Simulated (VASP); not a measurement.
# Ge (Fd-3m) in VASP: settings compared

One crystal, Ge, is run at these levels: HSE06, PBE0, PBEsol, r2SCAN; tasks: band structure.

Everything below comes from runs of VASP 6.6.1. Logs are shortened: lines on timing, memory, paths and dates and some standing lists are left out, and cuts for length are marked.

**The experiment to reproduce.**

“Electronic and optical properties of SixGe1-x-ySny alloys lattice-matched to Ge”, 2021, arxiv:2109.02782 reports, for a bulk crystal of Ge: band gap 0.807 eV (direct) at 300 K; band gap 0.666 eV (indirect) at 293 K.

How close the calculation comes is told below.

## (1) Starting point

It takes space group Fd-3m (No. 227, cubic). The conventional cell has a = 5.674 Å, b = 5.674 Å, c = 5.674 Å, α = 90.00°, β = 90.00°, γ = 90.00°. Ge (site symmetry -43m) is surrounded by 4 Ge at 2.46 Å.

## (2) Band structure, HSE06

The input, POSCAR:

```
Ge                                      
1.0
   -0.0000000000      2.8370028132      2.8370028132
    2.8370028132     -0.0000000000      2.8370028132
    2.8370028132      2.8370028132     -0.0000000000
  Ge            
     2
Direct
     0.0000000000000000    0.0000000000000000    0.0000000000000000
     0.2500000000000000    0.2500000000000000    0.2500000000000000
```

The input, INCAR.step1:

```
PREC = Accurate
ENCUT = 520
EDIFF = 1E-5
ISMEAR = 0
SIGMA = 0.03
LREAL = False
LASPH = True
NELM = 80
ALGO = Normal
ISIF = 2
LWAVE = True
LCHARG = False
NBANDS = 21
KPAR = 2
GGA = PE
```

The input, INCAR.step2:

```
PREC = Accurate
ENCUT = 520
EDIFF = 1E-7
ISMEAR = 0
SIGMA = 0.03
LREAL = False
LASPH = True
NELM = 80
ALGO = Normal
ISIF = 2
LWAVE = False
LCHARG = False
GGA = PE
LHFCALC = True
HFSCREEN = 0.2
PRECFOCK = Fast
NBANDS = 21
KPAR = 2
ISTART = 1
```

The input, KPOINTS:

```
regular mesh
0
Gamma
  6 6 6
```

The input, KPOINTS_OPT:

```
explicit points
9
Reciprocal
 0.0000000000  0.0000000000  0.0000000000 1
 0.3750000000  0.3750000000  0.7500000000 1
 0.5000000000  0.5000000000  0.5000000000 1
 0.6250000000  0.2500000000  0.6250000000 1
 0.5000000000  0.2500000000  0.7500000000 1
 0.5000000000  0.0000000000  0.5000000000 1
 0.4000000000  0.0000000000  0.4000000000 1
 0.4250000000  0.0000000000  0.4250000000 1
 0.4500000000  0.0000000000  0.4500000000 1
```

Potentials or basis: VASP PAW PBE potentials, release 64 (Ge_d).

The run is started by

```console
$ cat potpaw_PBE.64/Ge_d/POTCAR > POTCAR
$ cp INCAR.step1 INCAR
$ mpirun -np 2 vasp_std > vasp.out
$ cp INCAR.step2 INCAR
$ mpirun -np 2 vasp_std > vasp.out
```

OUTCAR:

```text
PREC = Accurate
   ENCUT = 520
   EDIFF = 1E-7
   ISMEAR = 0
   LREAL = False
   LASPH = True
   NELM = 80
   ISIF = 2
   GGA = PE
   LHFCALC = True
   HFSCREEN = 0.2
   PRECFOCK = Fast
   ISTART = 1

 ion  position               nearest neighbor table
   1  0.000  0.000  0.000-   2 2.46   2 2.46   2 2.46   2 2.46
   2  0.250  0.250  0.250-   1 2.46   1 2.46   1 2.46   1 2.46

  LATTYP: Found a face centered cubic cell.
 ALAT       =     5.6740056264

  Lattice vectors:

 A1 = (   0.0000000000,   2.8370028132,   2.8370028132)
 A2 = (   2.8370028132,   0.0000000000,   2.8370028132)
 A3 = (   2.8370028132,   2.8370028132,   0.0000000000)

Analysis of symmetry for initial positions (statically):
=====================================================================
 Subroutine PRICEL returns:
 Original cell was already a primitive cell.

 Routine SETGRP: Setting up the symmetry group for a
 face centered cubic supercell.

 Subroutine GETGRP returns: Found 48 space group operations
 (whereof 24 operations were pure point group operations)
 out of a pool of 48 trial point group operations.

The static configuration has the point symmetry T_d .
 The point group associated with its full space group is O_h .

Analysis of symmetry for dynamics (positions and initial velocities):
=====================================================================
 Subroutine PRICEL returns:
 Original cell was already a primitive cell.

 Routine SETGRP: Setting up the symmetry group for a
 face centered cubic supercell.

 Subroutine GETGRP returns: Found 48 space group operations
 (whereof 24 operations were pure point group operations)
 out of a pool of 48 trial point group operations.

The dynamic configuration has the point symmetry T_d .
 The point group associated with its full space group is O_h .

 Subroutine INISYM returns: Found 48 space group operations
 (whereof 24 operations are pure point group operations),
 and found     1 'primitive' translations

----------------------------------------------------------------------------------------

                                     Primitive cell

  volume of cell :      45.6677

  direct lattice vectors                    reciprocal lattice vectors
     0.000000000  2.837002813  2.837002813    -0.176242335  0.176242335  0.176242335
     2.837002813  0.000000000  2.837002813     0.176242335 -0.176242335  0.176242335
[... 82 lines left out ...]
   ISIF   =      2    stress and relaxation
   ISYM   =      3    0-nonsym 1-usesym 2-fastsym
   POTIM  = 0.5000    time-step for ionic-motion
   TEBEG  =    0.0;   TEEND  =   0.0 temperature during run
   PSTRESS=    0.0 pullay stress
   NELECT =      28.0000    total number of electrons
   NUPDOWN=      -1.0000    fix difference up-down
   EMIN   =  10.00;   EMAX   =-10.00  energy-range for DOS
   EFERMI =   0.00;   METHOD = LEGACY
   ISMEAR =     0;   SIGMA  =   0.03  broadening in eV -4-tet -1-fermi 0-gaus
   EFERMI_NEDOS =   21; number of points for ismear=-14 and -15
   IALGO  =     38    algorithm
   IMIX   =      1    mixing-type and parameters
     AMIX     =   0.40;   BMIX     =  1.00
     AMIX_MAG =   1.60;   BMIX_MAG =  1.00
  volume/ion in A,a.u.               =      22.83       154.09
  Fermi-wavevector in a.u.,A,eV,Ry     =   1.390778  2.628189 26.317243  1.934263
  Thomas-Fermi vector in A             =   2.514680
   LORBIT       =      0    0 simple, 1 ext, 2 COOP (PROOUT), +10 PAW based schemes
   GGA     = PE    functional components
   LHFCALC =     T    Hartree Fock is set to
   PRECFOCK=fast      Normal, Fast or Accurate (Low or Medium for compatibility)
   ENCUT4O =  -1.0   cutoff for four orbital integrals eV
   NKREDX  =     1    reduce k-point grid by
   NKREDY  =     1    reduce k-point grid by
   NKREDZ  =     1    reduce k-point grid by
   AEXX    =    0.2500 exact exchange contribution
   HFSCREEN=    0.2000 screening length (either q_TF or 0.3 A-1)
   HFSCREENC=   0.2000 screening length for correlation (either q_TF or 0.3 A-1)
   ENCUTFOCK=  -1.0 apply spherical cutoff to Coloumb kernel
   IVDW    =     0    specifies the selected vdW correction
   LEPSILON=     F    determine dielectric tensor
   LRPA    =     F    only Hartree local field effects (RPA)
 non-spin polarized calculation
 Gauss-broadening in eV      SIGMA  =   0.03
  energy-cutoff  :      520.00
  volume of cell :       45.67
 maximum number of plane-waves:      1247
 NGX is ok and might be reduce to    30
  NGX = 18; NGY = 18; NGZ = 18

 number of electron      28.0000015 magnetization

 Free energy of the ion-electron system (eV)
  ---------------------------------------------------
  ext. energy  EPLUGINS =         0.00000000
  ---------------------------------------------------
  free energy    TOTEN  =       -10.68534076 eV

  energy without entropy =      -10.68534076  energy(sigma->0) =      -10.68534076

 E-fermi :   4.8369     XC(G=0):  -8.1852

 val. band max:        4.5919036473   @ k =   0.0000   0.0000   0.0000
 cond. band min:       5.3891151445   @ k =   0.5000   0.0000   0.0000
 fundamental gap:      0.7972114971
 Fermi energy:         4.8368945088

 k-point     1 :       0.0000    0.0000    0.0000
  band No.  band energies     occupation
      1     -23.3653      2.00000
      2     -23.3653      2.00000
      3     -23.3653      2.00000
      4     -23.3286      2.00000
      5     -23.3286      2.00000
      6     -23.1255      2.00000
[... 373 lines left out ...]
     20      16.7685      0.00000
     21      18.6389      0.00000

------------------------ aborting loop because EDIFF is reached ----------------------------------------

  FORCE on cell =-STRESS in cart. coord.  units (eV):
  Direction    XX          YY          ZZ          XY          YZ          ZX
  --------------------------------------------------------------------------------------
  -------------------------------------------------------------------------------------
  Total        0.0717056      0.0717056      0.0717056      0.0000000     -0.0000000      0.0000000
  in kB        2.5156756      2.5156756      2.5156756      0.0000000     -0.0000000      0.0000000
  external PRESSURE =       2.5156756 kB  Pullay stress =       0.0000000 kB

 VOLUME and BASIS-vectors are now :
 -----------------------------------------------------------------------------
  energy-cutoff  :      520.00
  volume of cell :       45.67
      direct lattice vectors                 reciprocal lattice vectors
     0.000000000  2.837002813  2.837002813    -0.176242335  0.176242335  0.176242335
     2.837002813  0.000000000  2.837002813     0.176242335 -0.176242335  0.176242335
     2.837002813  2.837002813  0.000000000     0.176242335  0.176242335 -0.176242335

 POSITION                                       TOTAL-FORCE (eV/Angst)
 -----------------------------------------------------------------------------------
      0.00000      0.00000      0.00000         0.000000      0.000000      0.000000
      1.41850      1.41850      1.41850        -0.000000     -0.000000     -0.000000
 -----------------------------------------------------------------------------------
    total drift:                               -0.000000     -0.000000     -0.000000

  FREE ENERGIE OF THE ION-ELECTRON SYSTEM (eV)
  ---------------------------------------------------
  free  energy   TOTEN  =       -10.6853407630 eV

  energy  without entropy=      -10.6853407630  energy(sigma->0) =      -10.68534076
```

OUTCAR.step1:

```text
PREC = Accurate
   ENCUT = 520
   EDIFF = 1E-5
   ISMEAR = 0
   LREAL = False
[... 599 lines left out ...]
      0.00000      0.00000      0.00000        -0.000000     -0.000000     -0.000000
      1.41850      1.41850      1.41850         0.000000      0.000000      0.000000
 -----------------------------------------------------------------------------------
    total drift:                                0.000000      0.000000      0.000000

  FREE ENERGIE OF THE ION-ELECTRON SYSTEM (eV)
  ---------------------------------------------------
  free  energy   TOTEN  =        -8.9729603915 eV

  energy  without entropy=       -8.9727426785  energy(sigma->0) =       -8.97285154
```

OSZICAR.step1:

```text
N       E                     dE             d eps       ncg     rms          rms(c)
DAV:   1     0.194023408514E+03    0.19402E+03   -0.14449E+04   748   0.359E+03
DAV:   2     0.198821139775E+02   -0.17414E+03   -0.16845E+03   677   0.662E+02
DAV:   3    -0.805745737381E+01   -0.27940E+02   -0.27733E+02   742   0.145E+02
DAV:   4    -0.904413832810E+01   -0.98668E+00   -0.98582E+00   782   0.318E+01
DAV:   5    -0.906038705370E+01   -0.16249E-01   -0.16248E-01   737   0.454E+00    0.318E+00
DAV:   6    -0.900157422405E+01    0.58813E-01   -0.21705E-02   800   0.142E+00    0.189E+00
DAV:   7    -0.897094076134E+01    0.30633E-01   -0.49162E-02   724   0.197E+00    0.151E-01
DAV:   8    -0.897280787181E+01   -0.18671E-02   -0.62446E-03   742   0.961E-01    0.438E-02
DAV:   9    -0.897293592203E+01   -0.12805E-03   -0.21657E-04   783   0.215E-01    0.165E-02
DAV:  10    -0.897295859821E+01   -0.22676E-04   -0.44058E-05   609   0.793E-02    0.622E-03
DAV:  11    -0.897296039152E+01   -0.17933E-05   -0.91348E-06   507   0.541E-02
   1 F= -.89729604E+01 E0= -.89728515E+01  d E =-.217713E-03
```

It took 40 min on 2 MPI ranks of Intel Xeon Platinum 8488C (Sapphire Rapids), shared host; peak memory 0.28 GiB.

What came out:

```
Free energy             : -10.6853 eV
Pressure                : 0.3 GPa
Band gap on the k mesh  : 0.80 eV, indirect (least direct gap 0.81 eV)
Band gap along the path : 0.80 eV, indirect (least direct gap 0.81 eV)
```

Caveat: the PAW data sets were made with another functional, which shifts forces and pressure a little.

[end of part 1 of 3]
